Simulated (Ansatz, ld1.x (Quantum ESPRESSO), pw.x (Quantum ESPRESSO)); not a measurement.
# Equation-of-state test of one TM potential (gallium (Ga))

ld1.x (Quantum ESPRESSO) 7.5 input, shortened:

```
&input
   title='Ga', zed=31., rel=1, dft='PBE', iswitch=3,
   config='[Ar] 3d10 4s2 4p1'
 /
 &inputp
   pseudotype=2, tm=.true., lloc=-1, rcloc=1.75,
   nlcc=.true., rcore=1.55
 /
2
4S  1  0   2.00   0.00  2.00  2.00  0.0
4P  2  1   1.00   0.00  1.95  1.95  0.0
 &test
   configts(1)='4s2 4p1'
 /
```

Crystal test: bcc Ga in pw.x 7.5, no spin, 14³ k-points, Fermi–Dirac smearing 0.01 Ry, cutoffs 50/200 Ry. The reference is all-electron LAPW (Ansatz 0.2.0) with the same functional, mesh and smearing; V0 and B0 come from Birch–Murnaghan fits to the pressures at five volumes. Errors are pseudo minus all-electron; Δ is the rms difference of the E(V) curves that follow from these fits, minima aligned, over ±6 % about the mean V0. Mesh and smearing are coarse, so the numbers serve the comparison and aren't converged zero-temperature values; the lattice is a test structure that the element need not adopt.

```
V (Å³/atom)  P all-electron (GPa)  P pseudo (GPa)
     18.452                  2.00          -13.41
     18.937                  0.61          -13.46
     19.423                 -0.57          -13.43
     19.909                 -1.57          -13.36
     20.394                 -2.44          -13.23
```

All-electron: a0 = 3.373 Å (V0 = 19.18 Å³/atom), B0 = 46.6 GPa.

Pseudopotential: mean pressure error (GPa): -12.98. The pressure does not cross zero within the volumes sampled, so no fit is given. This is a poor potential for the solid. The pseudo pressure rises with volume over part of the range, a mechanical instability.

Q: At the middle volume, how do free energy and pressure move when the wave cutoff is lowered (ecutrho kept at four times it)?

A:

```tsv
cutoff (Ry)	shift of F (meV/atom)	shift of P (GPa)
22	+55.9	-0.70
30	+14.1	-0.42
40	+1.3	+0.09
```

The run at the middle volume (104 k-points, 6 iterations) took about 4.1 s on one core of a shared host (Neoverse-V2, 96 threads, 742 GiB, load 32).
